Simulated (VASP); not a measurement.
## AlN: relaxation of cell and atoms with PBE

Crystal: AlN.

```xyz
4
Lattice="3.1518 0.0000 0.0000 -1.5759 2.7295 0.0000 0.0000 0.0000 4.9339" Properties=species:S:1:pos:R:3 pbc="T T T"
Al    0.0000    1.8197    4.9151
Al    1.5759    0.9098    2.4481
N     0.0000    1.8197    1.8937
N     1.5759    0.9098    4.3607
```

- Program: VASP 6.6.1
- Task: relaxation of cell and atoms
- Functional: PBE
- Potentials or basis: VASP PAW PBE potentials, release 64 (Al, N)
- Cutoff: 520 eV
- k mesh: 3 × 3 × 1
- Occupations: gaussian, width 0.02 eV
- Spin: no spin polarisation
- Further INCAR settings: ALGO = Normal; EDIFF = 1e-07; IBRION = 2; EDIFFG = -0.002; NSW = 80; ISIF = 3

```yaml
Pressure_after_relaxing: 0.0 GPa
Band_gap_on_the_k_mesh: 3.92 eV, direct
```

Final structure:
```
CELL_PARAMETERS angstrom
3.15181 0.00000 0.00000
-1.57590 2.72955 0.00000
0.00000 0.00000 4.93391
ATOMIC_POSITIONS crystal
Al 0.33333 0.66667 0.99619
Al 0.66667 0.33333 0.49619
N 0.33333 0.66667 0.38381
N 0.66667 0.33333 0.88381
```

Levels at points of the mesh, in eV from the valence-band top:
```csv
k point,band 4,band 5,band 6,band 7,band 8,band 9,band 10,band 11,band 12
"(0.00, 0.00, 0.00)",-1.15,-1.15,-0.44,-0.44,0.00,3.92,6.16,10.50,10.64
```

Run time: 2.6 s on 1 thread of Intel(R) Xeon(R) Platinum 8488C (Sapphire Rapids), with other jobs on the host, peak memory 0.14 GiB.

Caveat: the k mesh is coarse (spacing up to 1.27 Å⁻¹), so the values aren't converged; the relaxation stopped at its first step, so nothing moved.
